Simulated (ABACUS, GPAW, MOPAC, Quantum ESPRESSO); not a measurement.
The bulk modulus of InAs, sorted by core time

Space group F-43m (No. 216). a = 6.036 Å, b = 6.036 Å, c = 6.036 Å, α = 90.00°, β = 90.00°, γ = 90.00°
```csv
atom,site,symmetry,x,y,z
In,4a,-43m,0.0000,0.0000,0.0000
As,4c,-43m,0.2500,0.2500,0.2500
```

| rung | level | program and potentials | cutoff (eV) | k mesh | smearing | core time | chip | bulk modulus (GPa) | notes |
| --- | --- | --- | --- | --- | --- | --- | --- | --- | --- |
| tight binding or semi-empirical | PM7 | MOPAC, the method's own minimal valence basis | - | 1 × 1 × 1 | none | 43 s | Intel Xeon Platinum 8488C Sapphire Rapids | 85.8 | coarse mesh; Γ point of a 3 × 3 × 3 supercell |
| LDA | LDA | GPAW, PAW data sets generated for this functional | 600 | 6 × 6 × 6 | fermi-dirac 0.05 | 65 s | Arm Neoverse V1 | 60.7 | - |
| GGA + dispersion | revPBE+D4 | GPAW, the program's PAW data sets (release 1.2.1) made for this functional | 600 | 6 × 6 × 6 | fermi-dirac 0.05 | 69 s | Arm Neoverse V1 | 54.5 | - |
| GGA + dispersion | PBEsol+D3(zero damping) | GPAW, PAW data sets generated for this functional | 600 | 6 × 6 × 6 | fermi-dirac 0.05 | 71 s | Arm Neoverse V1 | 58.9 | - |
| non-local van der Waals functional | vdW-DF-cx | GPAW, GPAW PAW data sets (gpaw-data 1.2.1) | 600 | 6 × 6 × 6 | fermi-dirac 0.05 | 72 s | Arm Neoverse V1 | 53.7 | potentials made for PBE |
| GGA + dispersion | RPBE+D4 | GPAW, the program's PAW data sets (release 1.2.1) made for this functional | 600 | 6 × 6 × 6 | fermi-dirac 0.05 | 74 s | Arm Neoverse V1 | 53.6 | - |
| GGA + dispersion | PBE+D2 | Quantum ESPRESSO, PseudoDojo 0.4.1 SR PBE standard | 1143 | 8 × 8 × 8 | fermi-dirac 0.05 | 2.3 min | AMD EPYC 9B45 Zen 5 | 54.2 | - |
| GGA | AM05 | ABACUS, PseudoDojo NC SR 0.5 PBE stringent, plane waves | 1429 | 6 × 6 × 6 | fermi-dirac 0.05 | 2.8 min | Intel Xeon Platinum 8488C Sapphire Rapids | 53.2 | potentials made for PBE; fit through 4 volumes |
| LDA | LDA | Quantum ESPRESSO, PseudoDojo 0.4.1 SR LDA standard | 1088 | 8 × 8 × 8 | fermi-dirac 0.05 | 4.7 min | Arm Neoverse V1 | 60.3 | - |
| non-local van der Waals functional | rev-vdW-DF2 | Quantum ESPRESSO, PseudoDojo 0.4.1 SR PBE standard | 1143 | 8 × 8 × 8 | fermi-dirac 0.05 | 13 min | Arm Neoverse V1 | 51.0 | potentials made for PBE |

Times are single runs on shared hosts and different chips, so they are rough; meshes, cutoffs and the tasks' sizes weigh on the time. Task: equation of state. All rows: no spin polarisation. Smearing widths are in eV. The cell comes from a database and isn't always the measured one. For a metal such meshes aren't converged. Meshes differ between rows, which moves values too. Meshes are those of the run's cell of 2 atoms unless a note names another. Runs on faulty files, with rough fits or with known faults for this quantity aren't shown. No row holds spin-orbit coupling.

By rung: LDA 60.3 to 60.7; GGA + dispersion 53.6 to 58.9; GGA 53.2; non-local van der Waals functional 51.0 to 53.7; tight binding or semi-empirical on coarse meshes 85.8 (GPa).

Apart from PM7, the methods describe InAs as a fairly soft semiconductor, with LDA stiffest at 60.3 to 60.7 GPa and rev-vdW-DF2 softest at 51.0 GPa. The stiffness comes mainly from polar covalent sp³ bonds, whose resistance to compression falls quickly as they lengthen. LDA typically overbinds and shortens such bonds, while gradient corrections weaken them, which probably explains why every gradient-corrected or non-local result lies below LDA.

PBEsol+D3 comes closest to LDA at 58.9 GPa, which may reflect PBEsol's tighter description of solids, the added dispersion attraction, or both. Without a matching calculation that omits dispersion, the two contributions can't be separated.

PM7's 85.8 GPa is well above the known stiffness of InAs. Its minimal basis and parametrised interactions may make the energy rise too steeply under strain, although incomplete Brillouin-zone sampling could also contribute. A reasonable bulk modulus wouldn't by itself validate the shear stiffness, which depends more directly on bond-bending forces.
